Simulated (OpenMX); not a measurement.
Set up this calculation in OpenMX 3.8.5, as the native input.

| Property | Result |
| --- | --- |
| Task | single point |
| Functional | PBE |
| Potentials or basis | OpenMX 2013 PBE set, Ti7.0-s3p2d1, grid cutoff 560 Ry |
| k mesh | 7 × 7 × 5 |
| Occupations | fermi-dirac, width 0.05 eV |
| Spin | no spin polarisation |
| Mixing scheme | rmm-diisk |
| SCF threshold | 1e-08 Ha |
| Solver | band |
| Max SCF cycles | 100 |

Ti:

```xyz
2
Lattice="2.9101 0.0000 0.0000 -1.4551 2.5202 0.0000 0.0000 0.0000 4.6167" Properties=species:S:1:pos:R:3 pbc="T T T"
Ti    1.4391    0.8401    3.4372
Ti    0.0000    1.6802    1.1542
```

The cell isn't the ideal one: atom 1 moved by [-0.016, 0.0, -0.0254] A.

The input as run:

Ti.dat

```
System.CurrrentDirectory             ./
System.Name                          Ti
DATA.PATH                            ./DFT_DATA13
level.of.stdout                      1
level.of.fileout                     0
Species.Number                       1
<Definition.of.Atomic.Species
  Ti  Ti7.0-s3p2d1           Ti_PBE13
Definition.of.Atomic.Species>

Atoms.Number                         2
Atoms.SpeciesAndCoordinates.Unit     FRAC
<Atoms.SpeciesAndCoordinates
    1  Ti    0.6611695449    0.3333333333    0.7445028782   6.000  6.000
    2  Ti    0.3333333333    0.6666666667    0.2500000000   6.000  6.000
Atoms.SpeciesAndCoordinates>

Atoms.UnitVectors.Unit               Ang
<Atoms.UnitVectors
     2.9101302477    0.0000000000    0.0000000000
    -1.4550651239    2.5202467229    0.0000000000
     0.0000000000    0.0000000000    4.6167490031
Atoms.UnitVectors>

scf.XcType                           GGA-PBE
scf.SpinPolarization                 off
scf.ElectronicTemperature            580.226
scf.energycutoff                     560.0
scf.maxIter                          100
scf.EigenvalueSolver                 band
scf.Kgrid                            7 7 5
scf.Mixing.Type                      rmm-diisk
scf.Init.Mixing.Weight               0.05
scf.Min.Mixing.Weight                0.001
scf.Max.Mixing.Weight                0.3
scf.Mixing.History                   25
scf.Mixing.StartPulay                8
scf.criterion                        1.0e-8
MD.Type                              nomd
scf.fixed.grid                       0.000000000000 0.000000000000 0.000000000000
```

Potentials or basis: OpenMX 2013 PBE set, Ti7.0-s3p2d1, grid cutoff 560 Ry.

Command:

```console
$ openmx Ti.dat -nt 1 > Ti.std
```

Results of the run:

```yaml
Largest_force: 0.100 eV/Å
Band_gap_on_the_k_mesh: none (metal or under the smearing width)
```

Caveat: the basis of atomic orbitals isn't converged, which shifts pressures, moduli and gaps.

It took 68 s on 1 thread of Arm Neoverse V1, with other jobs on the host, peak memory 0.81 GiB.
